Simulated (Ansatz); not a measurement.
# Ga2O3: the cost of one run

Program: Ansatz 0.2.0. Level of theory: DFT LDA, scalar-relativistic, plane waves, PAW, and further levels as typed in the inputs. These are calculated values, not measurements.

## Step 1: The structure to begin with

It takes space group C2/m (No. 12, monoclinic). The conventional cell has a = 12.214 Å, b = 3.037 Å, c = 5.798 Å, α = 90.00°, β = 103.83°, γ = 90.00°. Ga (site symmetry m) is surrounded by 4 O at 1.83 to 1.86 Å. Around Ga (site symmetry m) lie 6 O at 1.94 to 2.07 Å. Around O (site symmetry m) lie 3 Ga at 1.83 to 1.94 Å. O (site symmetry m) has 4 Ga at 1.86 to 2.07 Å as nearest neighbours.

Structure file:

```
Ga O
1.0
     6.10700   -1.51855    0.00000
     6.10700    1.51855    0.00000
    -1.38599    0.00000    5.63001
Ga O
4 6
Cartesian
  0.0041 0.0000 4.4736
  10.8240 0.0000 1.1564
  7.6096 0.0000 1.7679
  3.2184 0.0000 3.8621
  1.8570 0.0000 0.6182
  8.9710 0.0000 5.0118
  1.3361 0.0000 3.1708
  9.4919 0.0000 2.4592
  5.7013 0.0000 1.4447
  5.1267 0.0000 4.1853
```

The structure rests on an entry of the Crystallography Open Database; cell or positions may have been set otherwise for this series.

## Step 2: Relaxing cell and atoms: Ga2O3, no spin

input.yaml reads:

```yaml
crystal:
  lattice:
    - [6.107, -1.51855, 0.0]
    - [6.107, 1.51855, 0.0]
    - [-1.3859888959, 0.0, 5.630008738]
  atoms:
    - { symbol: Ga, position: [0.0905, 0.0905, 0.7946] }
    - { symbol: Ga, position: [0.9095, 0.9095, 0.2054] }
    - { symbol: Ga, position: [0.65866, 0.65866, 0.31402] }
    - { symbol: Ga, position: [0.34134, 0.34134, 0.68598] }
    - { symbol: O, position: [0.1645, 0.1645, 0.1098] }
    - { symbol: O, position: [0.8355, 0.8355, 0.8902] }
    - { symbol: O, position: [0.1733, 0.1733, 0.5632] }
    - { symbol: O, position: [0.8267, 0.8267, 0.4368] }
    - { symbol: O, position: [0.4959, 0.4959, 0.2566] }
    - { symbol: O, position: [0.5041, 0.5041, 0.7434] }
scf:
  occupations: { method: fixed }
output:
  forces: true
  stress: true
  eigenvalues: true
  write_density: true
  write_potential: true
  elf: true
  volumetric_format: npy
kpoints:
  mp_grid: { grid: [6, 6, 5] }
hamiltonian:
  xc: lda
relax:
  f_tol: 0.003
  max_steps: 80
  cell: { stress_tol: 0.03 }
```

Command:

```bash
> ansatz run input.yaml --threads 4 --pin off --max-ram 16384MiB --backend cpu --events-out ev --progress --plain --runs-dir out
```

What time and memory should one allow on 4 threads of Intel Xeon Platinum 8375C at 2.90GHz (Ice Lake), shared host?

About 37 s, with a peak of 0.64 GiB.
